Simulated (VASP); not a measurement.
# LiF (P1) in VASP: further runs

Runs on LiF. Level: PBE. Tasks: single point.

Everything below comes from runs of VASP 6.6.1. Logs are shortened: lines on timing, memory, paths and dates and some standing lists are left out, and cuts for length are marked.

## 1. The structure

The typed cell holds 16 atoms: a = 6.244 Å, b = 5.408 Å, c = 4.903 Å, α = 90.00°, β = 90.00°, γ = 90.00°.

The cell comes from a database or a generator and needn't be the stable form of this composition.

## 2. Single point, PBE

File INCAR:

```
SYSTEM = LiF
  ALGO = Fast
  EDIFF = 1E-6
  ENCUT = 520
  GGA = PE
  ISIF = 2
  ISMEAR = -1
  LASPH = .TRUE.
  LCHARG = .FALSE.
  LREAL = Auto
  LWAVE = .FALSE.
  NBANDS = 54
  NELM = 60
  PREC = Accurate
  SIGMA = 0.05
```

File KPOINTS:

```
k-points
0
G
  2 2 2
  0 0 0
```

File POSCAR:

```
LiF
1.0
   -3.1221590000     -5.4077370000      0.0000000000
    4.6832380000     -2.7038690000      0.0000000000
    0.0000000000      0.0000000000      4.9034710000
Li F
8 8
Direct
    0.4908842139      0.3369716778      0.5240777400
    0.5053082617      0.6839184208      1.0036563895
    0.2569184909      0.8391502586      0.3943125186
    0.2742017360      0.1479321397      0.9514484739
    0.0095539933      0.3952242201      0.3463057088
   -0.0212360380      0.6159835808      0.8369785403
    0.7585811854      0.8484110940      0.4027963049
    0.7618160782      0.1712727231      0.9926845698
    0.5421858947      0.3474285464      0.9075611949
    0.5042492419      0.6530836803      0.4262490795
    0.1945757990      0.8278453032      1.0479719366
    0.2584829960      0.1444566798      0.5113520606
   -0.0082837522      0.3354808806      1.0032281215
   -0.0113747659      0.6883882844      0.5122289904
    0.7572651435      0.8074759778      0.9764511710
    0.7497267895      0.1816192650      0.4185198607
```

Potentials or basis: VASP PAW PBE potentials, release 64 (Li_sv, F).

Run with:

```
$ cat potpaw_PBE.64/Li_sv/POTCAR potpaw_PBE.64/F/POTCAR > POTCAR
$ mpirun -np 1 vasp_std > vasp.out
```

OUTCAR:

```text
SYSTEM = LiF
   EDIFF = 1E-6
   ENCUT = 520
   GGA = PE
   ISIF = 2
   ISMEAR = -1
   LASPH = .TRUE.
   LREAL = Auto
   NELM = 60
   PREC = Accurate

 ion  position               nearest neighbor table
   1  0.491  0.337  0.524-  10 1.78  12 1.79  16 1.89   9 1.91
   2  0.505  0.684  0.004-  15 1.71   9 1.89  10 2.08  11 2.10   3 2.60
   3  0.257  0.839  0.394-  11 1.74  12 1.75  10 1.85  14 1.95   2 2.60
   4  0.274  0.148  0.951-  11 1.86   9 2.00  13 2.05  12 2.16
   5  0.010  0.395  0.346-  13 1.72  14 1.79  16 2.02  12 2.22
   6  0.979  0.616  0.837-  14 1.64  13 1.72  15 1.86  11 2.05
   7  0.759  0.848  0.403-  14 1.76  16 1.80  10 1.91  15 2.10
   8  0.762  0.171  0.993-  13 1.69   9 1.72  15 1.97  16 2.09
   9  0.542  0.347  0.908-   8 1.72   2 1.89   1 1.91   4 2.00
  10  0.504  0.653  0.426-   1 1.78   3 1.85   7 1.91   2 2.08
  11  0.195  0.828  0.048-   3 1.74   4 1.86   6 2.05   2 2.10
  12  0.258  0.144  0.511-   3 1.75   1 1.79   4 2.16   5 2.22
  13  0.992  0.335  0.003-   8 1.69   5 1.72   6 1.72   4 2.05
  14  0.989  0.688  0.512-   6 1.64   7 1.76   5 1.79   3 1.95
  15  0.757  0.807  0.976-   2 1.71   6 1.86   8 1.97   7 2.10
  16  0.750  0.182  0.419-   7 1.80   1 1.89   5 2.02   8 2.09

  LATTYP: Found a simple orthorhombic cell.
 ALAT       =     4.9034710000
 B/A-ratio  =     1.1028386994
 C/A-ratio  =     1.2734483632

  Lattice vectors:

 A1 = (   0.0000000000,   0.0000000000,  -4.9034710000)
 A2 = (   4.6832380000,  -2.7038690000,   0.0000000000)
 A3 = (  -3.1221590000,  -5.4077370000,   0.0000000000)

Analysis of symmetry for initial positions (statically):
=====================================================================
 Subroutine PRICEL returns:
 Original cell was already a primitive cell.

 Routine SETGRP: Setting up the symmetry group for a
 simple orthorhombic supercell.

 Subroutine GETGRP returns: Found  1 space group operations
 (whereof  1 operations were pure point group operations)
 out of a pool of  8 trial point group operations.

The static configuration has the point symmetry C_1 .

Analysis of symmetry for dynamics (positions and initial velocities):
=====================================================================
 Subroutine PRICEL returns:
 Original cell was already a primitive cell.

 Routine SETGRP: Setting up the symmetry group for a
 simple orthorhombic supercell.

 Subroutine GETGRP returns: Found  1 space group operations
 (whereof  1 operations were pure point group operations)
 out of a pool of  8 trial point group operations.

The dynamic configuration has the point symmetry C_1 .

[... 117 lines left out ...]
   POTIM  = 0.5000    time-step for ionic-motion
   TEBEG  =    0.0;   TEEND  =   0.0 temperature during run
   PSTRESS=    0.0 pullay stress
   NELECT =      80.0000    total number of electrons
   NUPDOWN=      -1.0000    fix difference up-down
   EMIN   =  10.00;   EMAX   =-10.00  energy-range for DOS
   EFERMI =   0.00;   METHOD = LEGACY
   ISMEAR =    -1;   SIGMA  =   0.05  broadening in eV -4-tet -1-fermi 0-gaus
   EFERMI_NEDOS =   21; number of points for ismear=-14 and -15
   IALGO  =     68    algorithm
   IMIX   =      4    mixing-type and parameters
     AMIX     =   0.40;   BMIX     =  1.00
     AMIX_MAG =   1.60;   BMIX_MAG =  1.00
  volume/ion in A,a.u.               =      10.35        69.84
  Fermi-wavevector in a.u.,A,eV,Ry     =   1.284606  2.427554 22.452521  1.650214
  Thomas-Fermi vector in A             =   2.416790
   LORBIT       =      0    0 simple, 1 ext, 2 COOP (PROOUT), +10 PAW based schemes
   GGA     = PE    functional components
   LHFCALC =     F    Hartree Fock is set to
   AEXX    =    0.0000 exact exchange contribution
   IVDW    =     0    specifies the selected vdW correction
   LEPSILON=     F    determine dielectric tensor
   LRPA    =     F    only Hartree local field effects (RPA)
 non-spin polarized calculation
 RMM-DIIS sequential band-by-band and
  energy-cutoff  :      520.00
  volume of cell :      165.58
 maximum number of plane-waves:      4508
 NGX is ok and might be reduce to    48
   NGX = 23   NGY = 21   NGZ = 19

 number of electron      80.0000006 magnetization

 Free energy of the ion-electron system (eV)
  ---------------------------------------------------
  ext. energy  EPLUGINS =         0.00000000
  ---------------------------------------------------
  free energy    TOTEN  =       -75.40551700 eV

  energy without entropy =      -75.40551700  energy(sigma->0) =      -75.40551700

 E-fermi :  -1.1884     XC(G=0):  -8.6112

 val. band max:       -2.3211658539   @ k =   0.0000   0.0000   0.0000
 cond. band min:       4.5970877418   @ k =   0.0000   0.0000   0.0000
 fundamental gap:      6.9182535957
 Fermi energy:        -1.1884403984

 k-point     1 :       0.0000    0.0000    0.0000
  band No.  band energies     occupation
      1     -44.1575      2.00000
      2     -43.5984      2.00000
      3     -43.5065      2.00000
      4     -43.0504      2.00000
      5     -42.9516      2.00000
      6     -42.8848      2.00000
[... 429 lines left out ...]
     51      12.2752      0.00000
     52      12.6833      0.00000
 [bands above 52 left out]

------------------------ aborting loop because EDIFF is reached ----------------------------------------

  FORCE on cell =-STRESS in cart. coord.  units (eV):
  Direction    XX          YY          ZZ          XY          YZ          ZX
  --------------------------------------------------------------------------------------
  -------------------------------------------------------------------------------------
  Total        3.1163186      3.3202141      5.3120703     -0.7507083      0.1540367     -0.7984110
  in kB       30.1542312     32.1271721     51.4008412     -7.2640298      1.4904954     -7.7256126
  external PRESSURE =      37.8940815 kB  Pullay stress =       0.0000000 kB

 VOLUME and BASIS-vectors are now :
 -----------------------------------------------------------------------------
  energy-cutoff  :      520.00
  volume of cell :      165.58
      direct lattice vectors                 reciprocal lattice vectors
    -3.122159000 -5.407737000  0.000000000    -0.080072813 -0.138690167  0.000000000
     4.683238000 -2.703869000  0.000000000     0.160145597 -0.092460121  0.000000000
     0.000000000  0.000000000  4.903471000     0.000000000  0.000000000  0.203937170

 POSITION                                       TOTAL-FORCE (eV/Angst)
 -----------------------------------------------------------------------------------
      0.04550     -3.56570      2.56980        -0.501504     -0.554216      0.093884
      1.62530     -4.58180      0.01793        -0.327587      0.816238      0.131808
      3.12780     -3.65830      1.93350        -0.059602      0.514575      0.574791
     -0.16330     -1.88280      4.66540         0.404433      0.330688     -0.478211
      1.82110     -1.12030      1.69810        -0.502935      0.573910      0.820800
     -0.17106     -6.95844      4.10410         0.771070     -0.371878      1.407197
[... 8 lines left out ...]
      1.41730     -6.27840      4.78800         0.782816     -0.377774      0.208492
     -1.49020     -4.54540      2.05220         0.076622     -0.042215     -0.138066
 -----------------------------------------------------------------------------------
    total drift:                                0.011094     -0.004461      0.006216

  FREE ENERGIE OF THE ION-ELECTRON SYSTEM (eV)
  ---------------------------------------------------
  free  energy   TOTEN  =       -75.4055170038 eV

  energy  without entropy=      -75.4055170036  energy(sigma->0) =      -75.40551700
```

OSZICAR:

```text
N       E                     dE             d eps       ncg     rms          rms(c)
DAV:   1     0.768632324991E+03    0.76863E+03   -0.40298E+04   872   0.163E+03
DAV:   2    -0.122565831799E+00   -0.76875E+03   -0.72613E+03   944   0.442E+02
DAV:   3    -0.723668048675E+02   -0.72244E+02   -0.71849E+02  1176   0.125E+02
[... 18 lines left out ...]
RMM:  22    -0.754055110221E+02   -0.50245E-05   -0.71511E-05  1486   0.247E-02    0.975E-04
RMM:  23    -0.754055133459E+02   -0.23238E-05   -0.38859E-05  1348   0.180E-02    0.231E-03
RMM:  24    -0.754055153545E+02   -0.20086E-05   -0.20267E-05  1284   0.138E-02    0.173E-03
RMM:  25    -0.754055165645E+02   -0.12100E-05   -0.10744E-05  1115   0.111E-02    0.834E-04
RMM:  26    -0.754055170038E+02   -0.43922E-06   -0.58886E-06  1029   0.984E-03
   1 F= -.75405517E+02 E0= -.75405517E+02  d E =-.114428E-09
```

stdout:

```text
POSCAR found type information on POSCAR LiF
 POSCAR found :  2 types and      16 ions
 scaLAPACK will be used
 LDA part: xc-table for (Slater+PW92), standard interpolation
 POSCAR, INCAR and KPOINTS ok, starting setup
 FFT: planning ... GRIDC
 FFT: planning ... GRID_SOFT
 FFT: planning ... GRID
 WAVECAR not read
 entering main loop
```

Wall time 3 min (1 thread of Intel Xeon 6975P-C (Granite Rapids), shared host); peak memory 0.25 GiB.

What came out:

```yaml
Free_energy: -75.4055 eV
Largest_force: 1.648 eV/Å
Band_gap_on_the_k_mesh: 6.92 eV, direct
```

Forces in eV/Å, atoms in the order of the input:
```
Li  -0.502 -0.554  0.094
Li  -0.328  0.816  0.132
Li  -0.060  0.515  0.575
Li   0.404  0.331 -0.478
Li  -0.503  0.574  0.821
Li   0.771 -0.372  1.407
Li   0.111  0.193 -0.155
Li  -0.776  0.624  0.207
F    0.699  1.185  0.043
F    0.590 -0.101 -0.252
F   -0.586 -0.844 -0.982
F    0.771 -0.200  0.096
F   -0.981 -1.221 -0.510
F   -0.471 -0.525 -1.068
F    0.783 -0.378  0.208
F    0.077 -0.042 -0.138
```

Levels at points of the mesh, in eV from the valence-band top:
```csv
k point,band 36,band 37,band 38,band 39,band 40,band 41,band 42,band 43,band 44,band 45
"(0.00, 0.00, 0.00)",-0.41,-0.36,-0.31,-0.23,0.00,6.92,9.56,10.45,10.74,11.46
"(0.50, 0.00, 0.00)",-0.50,-0.44,-0.39,-0.34,-0.02,7.51,8.57,10.52,10.76,12.01
"(0.00, 0.50, 0.00)",-0.47,-0.39,-0.28,-0.23,-0.04,8.05,8.19,10.68,10.87,11.31
"(0.50, 0.50, 0.00)",-0.49,-0.44,-0.42,-0.30,-0.06,8.44,8.54,9.83,10.18,11.51
"(0.00, 0.00, 0.50)",-0.47,-0.41,-0.31,-0.24,-0.15,8.35,8.46,9.76,10.38,11.08
"(0.50, 0.00, 0.50)",-0.54,-0.34,-0.31,-0.26,-0.16,8.60,8.61,9.45,10.02,11.04
"(0.00, 0.50, 0.50)",-0.52,-0.50,-0.35,-0.31,-0.19,8.67,8.94,9.38,9.56,10.76
"(0.50, 0.50, 0.50)",-0.54,-0.38,-0.37,-0.28,-0.19,8.85,9.07,9.55,9.89,10.28
```

Caveat: the k mesh is coarse (spacing up to 0.64 Å⁻¹), so the values aren't converged; the cutoff is under 1.25 times the usual one of these potentials, so pressure, stress and relaxed cells hold a basis-set (Pulay) error; forces of over 1 eV/Å show positions far from the minimum, so gaps and moduli don't describe the material at rest.

## 3. Single point, PBE

File INCAR:

```
ALGO = Normal
EDIFF = 1E-7
ENCUT = 520
GGA = PE
ISIF = 2
ISMEAR = -1
LASPH = T
LCHARG = T
LELF = T
LREAL = Auto
LVHAR = T
LWAVE = F
NBANDS = 54
NELM = 100
PREC = Accurate
SIGMA = 0.05
```

File KPOINTS:

```
k-points
0
Gamma
  2 2 2
```

File POSCAR:

```
LiF
1.0
   -3.1221590000     -5.4077370000      0.0000000000
    4.6832380000     -2.7038690000      0.0000000000
    0.0000000000      0.0000000000      4.9034710000
Li F
8 8
Direct
    0.4610935962      0.3227697420      0.4894696022
    0.5369713890      0.6467768785      1.0390802760
    0.2789523682      0.8316967122      0.4577165848
    0.2464753280      0.1702102613      0.9247734921
   -0.0505181546      0.3267129044      0.4065283551
    0.0124013961      0.6566651386      0.9024423719
    0.7757730738      0.8227185730      0.3946388181
    0.7419759739      0.2212714717      1.0021268607
    0.5026507278      0.3227586327      0.8816815680
    0.5096379241      0.6603915136      0.4175205686
    0.2837991175      0.8693058027      1.0177688417
    0.2136446792      0.1253262504      0.4989934681
    0.0038524450      0.3675721682      1.0811117268
    0.0323310230      0.6416591671      0.5456542926
    0.7465817314      0.8637927161      0.9481039044
    0.7063544328      0.1496082090      0.3525869736
```

Potentials or basis: VASP PAW PBE potentials, release 64 (Li_sv, F).

Run with:

```
$ cat potpaw_PBE.64/Li_sv/POTCAR potpaw_PBE.64/F/POTCAR > POTCAR
$ mpirun -np 1 vasp_std > vasp.out
```

Run time: 62 s. Hardware: 1 thread of Intel Xeon 6975P-C (Granite Rapids), shared host; peak memory 0.26 GiB.

Results (log left out):

```yaml
Free_energy: -75.1646 eV
Largest_force: 2.028 eV/Å
Band_gap_on_the_k_mesh: 6.60 eV, direct
```

Forces on the atoms (eV/Å):
```
Li  -0.214 -0.018  0.226
Li   0.946  0.460 -0.533
Li  -0.395  0.710 -0.431
Li   0.334  0.145 -0.157
Li  -0.550 -0.490  1.322
Li   0.688 -0.681  0.339
Li   0.174 -0.117  0.287
Li  -1.309  0.280 -0.154
F    1.134 -0.196 -0.188
F   -1.248 -0.415 -0.058
F   -0.884  1.047 -0.032
F    1.694 -0.478  0.638
F   -0.036 -0.327 -2.001
F    0.204  0.515 -0.518
F   -1.065 -0.407  0.023
F    0.526 -0.027  1.238
```

Levels at points of the mesh, in eV from the valence-band top:
```
           k point  band 38  band 39  band 40  band 41  band 42  band 43
(0.00, 0.00, 0.00)    -0.28    -0.16     0.00     6.60     9.46     9.76
(0.50, 0.00, 0.00)    -0.43    -0.27    -0.01     7.31     8.06    10.04
(0.00, 0.50, 0.00)    -0.28    -0.16    -0.01     7.55     8.21     9.75
(0.50, 0.50, 0.00)    -0.37    -0.28    -0.02     8.03     8.70     8.84
(0.00, 0.00, 0.50)    -0.39    -0.20    -0.16     7.84     8.33     9.57
(0.50, 0.00, 0.50)    -0.41    -0.28    -0.21     8.02     8.65     9.12
(0.00, 0.50, 0.50)    -0.36    -0.26    -0.17     8.27     8.57     9.12
(0.50, 0.50, 0.50)    -0.43    -0.30    -0.22     8.44     8.77     9.43
```

Caveat: the k mesh is coarse (spacing up to 0.64 Å⁻¹), so the values aren't converged; the cutoff is under 1.25 times the usual one of these potentials, so pressure, stress and relaxed cells hold a basis-set (Pulay) error; forces of over 1 eV/Å show positions far from the minimum, so gaps and moduli don't describe the material at rest.
